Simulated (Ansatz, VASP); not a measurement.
# C62N in two plane-wave programs

One calculation is typed for both programs; each brings its own data sets. How far apart do they land? The cell is taken from a series of runs on this material, whose earlier steps may have relaxed, scaled, displaced or heated it; both programs get it as it stands.

Program: Ansatz 0.2.0. Level of theory: plane waves, with VASP 6.6.1 beside it; single point at HSE06. Results are calculated unless marked as measured.

## (1) Starting point

The cell holds 63 atoms: 62 C and 1 N. Cell: a = 7.143 Å, b = 7.143 Å, c = 7.143 Å, α = 90.0°, β = 90.0°, γ = 90.0°. It derives from C (C (Fd-3m)). Nearest the centre at fractional (0.438, 0.438, 0.562): N63 at 0.94 Å, C26 at 1.93 Å, C12 at 1.94 Å, C41 at 1.94 Å, C22 at 2.06 Å, C59 at 2.06 Å, C37 at 2.07 Å, C28 at 2.61 Å. The cell carries charge −1.

## (2) Ansatz: single point, HSE06

Ansatz runs on its default PAW (the set named soft_2) files.

A single point gives forces, pressure and levels at one fixed geometry, so differences don't come from the geometry; what else differs is listed under the comparison.

The input, input.yaml:

```yaml
crystal:
  lattice:
    - [7.14312472, 0.0, 0.0]
    - [0.0, 7.14312472, 0.0]
    - [0.0, 0.0, 7.14312472]
  atoms:
    - { symbol: C, position: [0.00052229279, -0.00093554416, -0.00010107589] }
    - { symbol: C, position: [0.00169383694, 0.24955976287, 0.25078895934] }
    - { symbol: C, position: [0.2510174552, 0.00023639568, 0.25078902685] }
    - { symbol: C, position: [0.25052606758, 0.24906881405, 0.00121851962] }
    - { symbol: C, position: [0.1259204611, 0.12446314178, 0.12572813321] }
    - { symbol: C, position: [0.12783479575, 0.37555209499, 0.37726971406] }
    - { symbol: C, position: [0.37700970457, 0.12637710344, 0.37727002065] }
    - { symbol: C, position: [0.37630656812, 0.37484935177, 0.12592437591] }
    - { symbol: C, position: [0.0007104015, -0.00074788369, 0.49977242349] }
    - { symbol: C, position: [-0.0007970851, 0.24906868503, 0.74989497687] }
    - { symbol: C, position: [0.25052641099, -0.00225477104, 0.74989521822] }
    - { symbol: C, position: [0.25067317017, 0.24921556971, 0.50624472087] }
    - { symbol: C, position: [0.12395742445, 0.12249975678, 0.62515570757] }
    - { symbol: C, position: [0.12395573049, 0.37380863898, 0.87646503583] }
    - { symbol: C, position: [0.37526608799, 0.12249797649, 0.87646564251] }
    - { symbol: "N", position: [0.36191767398, 0.36046032684, 0.63850404053] }
    - { symbol: C, position: [0.00070980206, 0.49919205483, -0.00028694986] }
    - { symbol: C, position: [0.00060679764, 0.74909402367, 0.24987028349] }
    - { symbol: C, position: [0.25290839033, 0.50075953127, 0.25147632338] }
    - { symbol: C, position: [0.25101758517, 0.74817555622, -0.00127220171] }
    - { symbol: C, position: [0.12513724886, 0.62366905629, 0.12392718546] }
    - { symbol: C, position: [0.12513672557, 0.875037536, 0.37529513005] }
    - { symbol: C, position: [0.36789124104, 0.63499307762, 0.36397121854] }
    - { symbol: C, position: [0.37672583632, 0.8755440835, 0.12342045104] }
    - { symbol: C, position: [0.00068474149, 0.49927396598, 0.49968977199] }
    - { symbol: C, position: [0.00169291667, 0.74817447483, 0.74940318166] }
    - { symbol: C, position: [0.25067229523, 0.49271925069, 0.74975027385] }
    - { symbol: C, position: [0.25290815028, 0.74748752618, 0.49820496615] }
    - { symbol: C, position: [0.12783462678, 0.62169393986, 0.62341218524] }
    - { symbol: C, position: [0.12591985314, 0.87323579819, 0.87450018596] }
    - { symbol: C, position: [0.37700923613, 0.6216939737, 0.87258787379] }
    - { symbol: C, position: [0.3763061178, 0.87303977301, 0.6241141373] }
    - { symbol: C, position: [0.50064989835, -0.00074856677, -0.0002866863] }
    - { symbol: C, position: [0.5022166058, 0.25145034654, 0.25147604345] }
    - { symbol: C, position: [0.75055205718, -0.00085099883, 0.24987085487] }
    - { symbol: C, position: [0.74963310874, 0.24956051758, -0.00127206676] }
    - { symbol: C, position: [0.62512689066, 0.12367954866, 0.12392758346] }
    - { symbol: C, position: [0.63645228861, 0.36643162335, 0.36396963883] }
    - { symbol: C, position: [0.87649558729, 0.1236786026, 0.37529568583] }
    - { symbol: C, position: [0.87700182339, 0.37526860315, 0.12342041446] }
    - { symbol: C, position: [0.50073167011, -0.00077333177, 0.4996897057] }
    - { symbol: C, position: [0.49417620386, 0.24921437116, 0.74975053667] }
    - { symbol: C, position: [0.74963260642, 0.00023513806, 0.74940321001] }
    - { symbol: C, position: [0.74894519859, 0.25145050064, 0.49820535385] }
    - { symbol: C, position: [0.6231514631, 0.12637661102, 0.62341230228] }
    - { symbol: C, position: [0.6231512082, 0.3755519468, 0.87258776547] }
    - { symbol: C, position: [0.8746936013, 0.12446250566, 0.87450053711] }
    - { symbol: C, position: [0.8744975742, 0.37484885063, 0.62411405809] }
    - { symbol: C, position: [0.50073188556, 0.49927453602, -0.00026191266] }
    - { symbol: C, position: [0.4994716856, 0.7491922763, 0.24977176831] }
    - { symbol: C, position: [0.75065005201, 0.49801486907, 0.2497720433] }
    - { symbol: C, position: [0.75055068375, 0.74909272184, -0.00018606798] }
    - { symbol: C, position: [0.62551029412, 0.62405299021, 0.12512835957] }
    - { symbol: C, position: [0.62550967654, 0.87383575352, 0.37491088303] }
    - { symbol: C, position: [0.8752937465, 0.62405233579, 0.37491127062] }
    - { symbol: C, position: [0.87556183058, 0.87410411866, 0.12485877405] }
    - { symbol: C, position: [0.50221486612, 0.74748762249, 0.74751363954] }
    - { symbol: C, position: [0.74894532908, 0.50075740567, 0.74751372852] }
    - { symbol: C, position: [0.75064954689, 0.74919174989, 0.50094744798] }
    - { symbol: C, position: [0.63645610374, 0.63499846622, 0.63253808594] }
    - { symbol: C, position: [0.62512575391, 0.87503663408, 0.87528480678] }
    - { symbol: C, position: [0.87649487313, 0.62366793883, 0.87528513456] }
    - { symbol: C, position: [0.87700127599, 0.87554344996, 0.62369493701] }
  host:
    repeats: [2, 2, 2]
    atoms:
      - { symbol: C, position: [0.0, 0.0, 0.0] }
      - { symbol: C, position: [0.0, 0.5, 0.5] }
      # ... 6 more atoms of the perfect host
total_charge: -1
basis:
  ecutwfc: 420
  xc_grid: 2
hamiltonian:
  xc: hse06
kpoints:
  mp_grid: { grid: [1, 1, 1] }
magnetization:
  spin_polarized: true
  initial_magnetization: 2
  spin_locking: { lock_magnetization: hard }
scf:
  occupations: { method: fermi_dirac, width: 0.01 }
  max_iter: 60
  n_extra_bands: 31
  lower_state_search: "off"
output:
  eigenstates: { localisation: true }
  orbitals: { bands: [v7, c6], matrix_elements: [hbar_velocity] }
checkpoint:
  read: "../exc.ground.qm1_M2.run"
```

The run is started by

```sh
$ ansatz run input.yaml --threads 4 --pin off --max-ram 11304MiB --backend cpu --events-out ev --progress --plain --runs-dir out
```

Numbers of over 12 decimals in the logs are rounded to 6 here.

What it wrote:

```text
Warning: the atoms were moved onto the symmetric positions of the space group found under crystal.symmetry.tolerance 1.0e-5 (fractional; no operation is sought that the atoms, as they stand in a round, miss by more than twice it, and no atom is moved by as much as it), and the run uses the moved positions. Before a round's move an operation carried an atom to 7.68e-5 Å from where it should land, the largest such dist [...]
[...]
SCF iter   2: F=-15912.697527 eV  HF=-15912.697527 eV  |F-HF|=7.28e-12  |Δ(HF+E_count)|=    0.00e0  Δρ=2.70e-8 (↑2.70e-8 ↓1.06e-8)  dr2=1.94e-12  dr2_m=8.82e-13  M=2.000 μB ∫|m|=2.381 μB  ethr=1.65e-12 (applied; sched 1.00e-12)  ⟨swp⟩=6.0  Hψ=661  notcnv=0
Converged-ψ floor refinement (derivative, response, wavefunction or occupation consumer): ⟨swp⟩=8.0  Hψ=786  notcnv=0
SCF 2 converged in 2 iterations: F = -15912.697527 eV  dr2 = 1.94e-12
hybrid outer 2: dexx = +4.547e-13 eV, tail = 5.83e-12 eV, Δε = 7.12e-7 eV (about 1.24e-6 eV left of the loop's levels)
Exchange kernel: α = 0.2500, screened, ω = 0.2079 Å⁻¹, Wigner–Seitz truncation, v(0) = 704.2280 eV·Å³, q-mesh 1×1×1, nearest image of the exchange supercell L = 7.14 Å, pair-density grid 45×45×45, without the augmentation charges, whose exchange is taken in its separable form (the finest that the files' search goes to)
Frozen-core exchange: fock
SCF iter   1: F=—  HF=-15912.697527 eV  |F-HF|=—  |Δ(HF+E_count)|=         —  Δρ=2.41e-8 (↑2.41e-8 ↓1.22e-8)  dr2=9.51e-13  dr2_m=9.65e-13  M=2.000 μB ∫|m|=2.381 μB  β_m=0.30  ethr=2.20e-12 (applied; sched 1.00e-12)  ⟨swp⟩=12.0  Hψ=886  notcnv=0
preconditioner: auto → none  [insulator: Δε(μ)=2.868 eV  Ē_g=17.511 eV  σ=0.010 eV  W_gap=1.00  n_scr=92 (ndim 8)  ℏωp=31.0 eV  f_vac=0.000  D(μ)=0.00/eV (n_scr^D=0)]
SCF iter   2: F=-15912.697527 eV  HF=-15912.697527 eV  |F-HF|=0.00e0  |Δ(HF+E_count)|=    0.00e0  Δρ=1.44e-8 (↑1.44e-8 ↓1.23e-8)  dr2=5.96e-14  dr2_m=5.77e-13  M=2.000 μB ∫|m|=2.381 μB  ethr=1.57e-12 (applied; sched 1.00e-12)  ⟨swp⟩=5.5  Hψ=632  notcnv=0
Converged-ψ floor refinement (derivative, response, wavefunction or occupation consumer): ⟨swp⟩=7.5  Hψ=779  notcnv=0
SCF 3 converged in 2 iterations: F = -15912.697527 eV  dr2 = 5.96e-14
hybrid outer 3: dexx = -2.274e-13 eV, tail = 1.36e-12 eV, Δε = 1.37e-7 eV (about 1.37e-7 eV left of the loop's levels)
Exchange-term sweep: 0 of 2 (spin, k) points
Exchange-term sweep: 1 of 2 (spin, k) points
Exchange-term sweep: 2 of 2 (spin, k) points
this state was not tested for a lower state beside it, because the functional holds exact exchange (a hybrid, or Hartree-Fock), whose exchange loop this test does not read (fock_operator); the stability check (scf.self_checks: high) cannot read this state: a pseudopotential is PAW: the check reads norm-conserving sets alone
hybrid SCF converged: 3 outer / 9 inner (+0 warm-up), last move |dexx| = 2.27e-13 eV, tail = 1.36e-12 eV
Magnetization: 2.0000 μB (128.0000 up, 126.0000 down)
Absolute magnetization: 2.3819 μB (∫|ρ↑−ρ↓|, with the PAW one-centre terms)
Spin contamination: 0.0170 ħ² per cell (⟨S²⟩ above its minimum at these occupations)
Per-site moments (μB) at R_I (Å): [(0.000676104, 0.637741), (-0.00179779, 0.636902), (-0.00179779, 0.636902), (-0.00129862, 0.635769), (0.00155732, 0.635769), (0.00542775, 0.635121), (0.00542775, 0.635121), (0.00855254, 0.637732), (0.00848388, 0.631717), (-0.00129862, 0.635769), (-0.00129862, 0.635769), (-0.000169563, 0.605609), (0.00279264, 0.632654), (0.00279264, 0.632654), (0.00279264, 0.632654), (0.00224494, 0.60 [...]
Free energy (F): -15912.697527 eV
Frozen-core exchange: fock
Harris-Foulkes:  -15912.697527 eV  (|F-HF|=0.00e0)
Internal energy: -15912.697527 eV  (E = F + TS)
E sigma→0 (E₀):  -15912.697527 eV
Fermi energy:    15.232736 (↑ 15.887041, ↓ 15.113658) eV
--- Per-component energies (eV) ---
  E_band       = 653.524660
  E_kinetic    = 5871.962169
  E_local      = -4174.598714  (includes V_loc(G=0)·N_el)
  E_nonlocal   = 1666.089741
  E_hartree    = 962.383055
  E_xc         = -2500.423623
  E_vxc        = -3073.967428  (∫ρ·V_xc dr)
  E_exx        = -582.791071  (= α·E_x^exact, valence–valence)
  E_paw        = -6284.691197  (= ΣΔE_a)
  E_vpaw       = -395.145739  (= ΣTr[D̂ρ^β])
  E_aug_tail   = 0.000659  (compensation charges beyond the density's cutoff)
  E_ewald      = -10869.538868
  E_core_change = -1.089678  (= ΣΔE_core)
  E_smearing   = -0.000000  (= −TS)
  E_closure    = -0.000000  (closes the sum)
  E_deformation_potential = -21.108035  (in the stress; not in F)
  Σ components = -15912.697527   (vs F -15912.697527, Δ=0.00e0)
--- Band table (eV) ---
  k-point 0 ↑: bands = ["-11.2956", "-9.6194", "-8.8085", "-8.8085", "-8.6966", "-8.6966", "-8.3943", "-7.3802", "-6.4940", "-6.4940", "-6.4583", "-6.4583", "-6.4035", "-6.4035", "-6.3434", "-6.2682", "-6.2161", "-6.2161", "-5.6854", "-5.2660", "-4.9723", "-4.9723", "-4.3598", "-2.2871", "-2.2871", "-2.2654", "-2.2124", "-2.1208", "-1.8034", "-1.8034", "-1.6953", "-1.6953", "-1.6201", "-1.3767", "-1.1441", "-1.1441", [...]
  k-point 0 ↓: bands = ["-11.2672", "-9.6031", "-8.7865", "-8.7865", "-8.6421", "-8.6421", "-8.3457", "-7.3615", "-6.4708", "-6.4708", "-6.4409", "-6.4409", "-6.3295", "-6.3295", "-6.3122", "-6.2550", "-6.1557", "-6.1557", "-5.6299", "-5.2452", "-4.8980", "-4.8980", "-4.1710", "-2.2673", "-2.2673", "-2.2402", "-2.1876", "-2.0324", "-1.7859", "-1.7859", "-1.6471", "-1.6471", "-1.5877", "-1.3342", "-1.1295", "-1.1295", [...]
```

The column dr2 measures how far the density is from self-consistency, as an energy; F and HF (Harris–Foulkes) agree once it is small.

## (3) VASP: single point, HSE06

The same cell, functional, mesh and smearing now go to VASP, with its own data sets.

Lines of VASP's logs that name or quote its potential files are left out, and so is its time.

The run reads the wave functions of an earlier VASP run, which isn't shown here.

The input, INCAR:

```
SYSTEM = C62N
PREC = Accurate
ENCUT = 520
EDIFF = 1E-06
NELM = 100
ISMEAR = -1
SIGMA = 0.01
LREAL = Auto
ALGO = Normal
LHFCALC = .TRUE.
AEXX = 0.25
GGA = PE
HFSCREEN = 0.208
LASPH = .TRUE.
NELECT = 254
NBANDS = 171
ISPIN = 2
MAGMOM = 0 -0 -0 -0 0 0.01 0.01 0.01 0.01 -0 -0 -0 0 0 0 0.01 -0 -0.01 -0 0.02 0.02 0.27 0.02 -0 -0 -0 -0.01 0.01 0 0.01 0.01 0.01 -0.01 -0 -0 0.02 0.27 0.02 0.02 -0 -0 -0 -0.01 0.01 0.01 0 0.01 -0 -0.01 -0.01 -0 0.01 0.01 0.01 0 -0.01 -0.01 -0.01 0.27 0.02 0.02 0.02 0
PRECFOCK = Fast
LORBIT = 11
LWAVE = .FALSE.
LCHARG = .FALSE.
ISIF = 2
NUPDOWN = 2
```

The input, POSCAR:

```
C62N
1.0
    7.1431247189      0.0000000000      0.0000000000
    0.0000000000      7.1431247189      0.0000000000
    0.0000000000      0.0000000000      7.1431247189
C N
62 1
Direct
    0.0005222928      0.9990644558      0.9998989241
    0.0016938369      0.2495597629      0.2507889593
    0.2510174552      0.0002363957      0.2507890268
    0.2505260676      0.2490688140      0.0012185196
    0.1259204611      0.1244631418      0.1257281332
    0.1278347958      0.3755520950      0.3772697141
    0.3770097046      0.1263771034      0.3772700206
    0.3763065681      0.3748493518      0.1259243759
    0.0007104015      0.9992521163      0.4997724235
    0.9992029149      0.2490686850      0.7498949769
    0.2505264110      0.9977452290      0.7498952182
    0.2506731702      0.2492155697      0.5062447209
    0.1239574245      0.1224997568      0.6251557076
    0.1239557305      0.3738086390      0.8764650358
    0.3752660880      0.1224979765      0.8764656425
    0.0007098021      0.4991920548      0.9997130501
    0.0006067976      0.7490940237      0.2498702835
    0.2529083903      0.5007595313      0.2514763234
    0.2510175852      0.7481755562      0.9987277983
    0.1251372489      0.6236690563      0.1239271855
    0.1251367256      0.8750375360      0.3752951300
    0.3678912410      0.6349930776      0.3639712185
    0.3767258363      0.8755440835      0.1234204510
    0.0006847415      0.4992739660      0.4996897720
    0.0016929167      0.7481744748      0.7494031817
    0.2506722952      0.4927192507      0.7497502738
    0.2529081503      0.7474875262      0.4982049662
    0.1278346268      0.6216939399      0.6234121852
    0.1259198531      0.8732357982      0.8745001860
    0.3770092361      0.6216939737      0.8725878738
    0.3763061178      0.8730397730      0.6241141373
    0.5006498983      0.9992514332      0.9997133137
    0.5022166058      0.2514503465      0.2514760434
    0.7505520572      0.9991490012      0.2498708549
    0.7496331087      0.2495605176      0.9987279332
    0.6251268907      0.1236795487      0.1239275835
    0.6364522886      0.3664316234      0.3639696388
    0.8764955873      0.1236786026      0.3752956858
    0.8770018234      0.3752686031      0.1234204145
    0.5007316701      0.9992266682      0.4996897057
    0.4941762039      0.2492143712      0.7497505367
    0.7496326064      0.0002351381      0.7494032100
    0.7489451986      0.2514505006      0.4982053539
    0.6231514631      0.1263766110      0.6234123023
    0.6231512082      0.3755519468      0.8725877655
    0.8746936013      0.1244625057      0.8745005371
    0.8744975742      0.3748488506      0.6241140581
    0.5007318856      0.4992745360      0.9997380873
    0.4994716856      0.7491922763      0.2497717683
    0.7506500520      0.4980148691      0.2497720433
    0.7505506838      0.7490927218      0.9998139320
    0.6255102941      0.6240529902      0.1251283596
    0.6255096765      0.8738357535      0.3749108830
    0.8752937465      0.6240523358      0.3749112706
    0.8755618306      0.8741041187      0.1248587741
    0.5022148661      0.7474876225      0.7475136395
    0.7489453291      0.5007574057      0.7475137285
    0.7506495469      0.7491917499      0.5009474480
    0.6364561037      0.6349984662      0.6325380859
    0.6251257539      0.8750366341      0.8752848068
    0.8764948731      0.6236679388      0.8752851346
    0.8770012760      0.8755434500      0.6236949370
    0.3619176740      0.3604603268      0.6385040405
```

The input, KPOINTS:

```
Automatic mesh
0
Gamma
1 1 1
0 0 0
```

PAW data sets: C and N (PBE family, release 64).

The run is started by

```sh
$ export OMP_NUM_THREADS=3
$ mpirun -np 1 vasp_gam
```

What it wrote:

```text
[banner, memory and clock lines left out]
running    1 mpi-ranks, on    1 nodes
[...]
Offloading initialized ...    1 GPUs detected
[...]
LDA part: xc-table for (Slater+PW92), standard interpolation
 found WAVECAR, reading the header
 POSCAR, INCAR and KPOINTS ok, starting setup
[...]
reading WAVECAR
 the WAVECAR file was read successfully
 initial charge from wavefunction
 entering main loop
       N       E                     dE             d eps       ncg     rms          rms(c)
DAV:   1    -0.642183563649E+03   -0.64218E+03   -0.85772E+00   722   0.780E+00    0.410E+00
DAV:   2    -0.642212724835E+03   -0.29161E-01   -0.17402E-01   792   0.983E-01    0.247E+00
DAV:   3    -0.642195076341E+03    0.17648E-01   -0.18214E-02   808   0.337E-01    0.134E+00
DAV:   4    -0.642190081744E+03    0.49946E-02   -0.55867E-03   800   0.188E-01    0.711E-01
[...]
DAV:   9    -0.642188184666E+03    0.90649E-05   -0.45680E-06   760   0.645E-03    0.338E-02
DAV:  10    -0.642188182434E+03    0.22322E-05   -0.13101E-06   456   0.359E-03    0.186E-02
DAV:  11    -0.642188182143E+03    0.29089E-06   -0.45080E-07   421   0.224E-03
   1 F= -.64218818E+03 E0= -.64218818E+03  d E =-.710035E-15  mag=     2.0000
```

OUTCAR, selected parts (step 3):

```text
  FREE ENERGIE OF THE ION-ELECTRON SYSTEM (eV)
  ---------------------------------------------------
  free  energy   TOTEN  =      -642.1881821429 eV

  energy  without entropy=     -642.1881821429  energy(sigma->0) =     -642.18818214

 magnetization (x)
# of ion       s       p       d       tot
------------------------------------------
    1       -0.000   0.001   0.000   0.001
    2       -0.000  -0.002   0.000  -0.002
    3       -0.000  -0.002   0.000  -0.002
    4       -0.000  -0.001   0.000  -0.002
    5        0.000   0.002   0.000   0.002
    6        0.001   0.006   0.000   0.007
    7        0.001   0.006   0.000   0.007
    8        0.000   0.010   0.000   0.011
    9       -0.000   0.011   0.000   0.010
   10       -0.000  -0.001   0.000  -0.002
   11       -0.000  -0.001   0.000  -0.002
   12       -0.000  -0.000   0.000  -0.000
   13        0.000   0.003   0.000   0.003
[...]
--------------------------------------------------
tot          0.139   1.158   0.000   1.298

[... 1 further part left out ...]
```

The run ends at a pressure of -0.90 GPa, with forces up to 0.030 eV/Å.

## (4) Side by side

Known differences besides the potentials themselves: exact exchange at q = 0 is treated differently, which shows on coarse meshes; VASP keeps PBE cores, Ansatz makes them for the functional; the cutoff is 420 eV in Ansatz and 520 eV in VASP (PREC = Accurate, projectors in real space); VASP takes a coarser grid for exact exchange (PRECFOCK = Fast); site moments are counted in spheres of each program's own size. Total energies have different zeros and are not compared.

Compared:

| quantity | Ansatz | VASP | difference |
| --- | --- | --- | --- |
| total moment, fixed by the input (μB) | 2.00 | 2.00 | 0.00 |
| moment on C22 (μB) | 0.27 | 0.35 | -0.09 |
| moment on C37 (μB) | 0.27 | 0.35 | -0.09 |
| moment on C59 (μB) | 0.27 | 0.35 | -0.09 |

The cell carries a charge of -1 e against a uniform background, so its pressure also hangs on how the neutralising background is counted, and in a defect's cell a gap may be the spacing between its levels.

## (5) Outcome

| Item | Value |
| --- | --- |
| difference in moment on C22 (single point, HSE06) | -0.087 μB |

What this shows: The difference in moment on C22 is -0.087 μB (single point, HSE06). How closely two codes agree says nothing of how well the functional describes the real material.

[Lines on the potential files, build, host, timing and source positions are cut from VASP's logs without a mark.]

[Logs are printed without paths, hosts, clocks, repeated set-up lines and the standing remarks that a program may print on its own settings, such as how far it seeks lower states.]

[Hosts, paths, dates, database ids (printed as entryN), source tags and the programs' standing remarks are cut or masked in the printed files.]
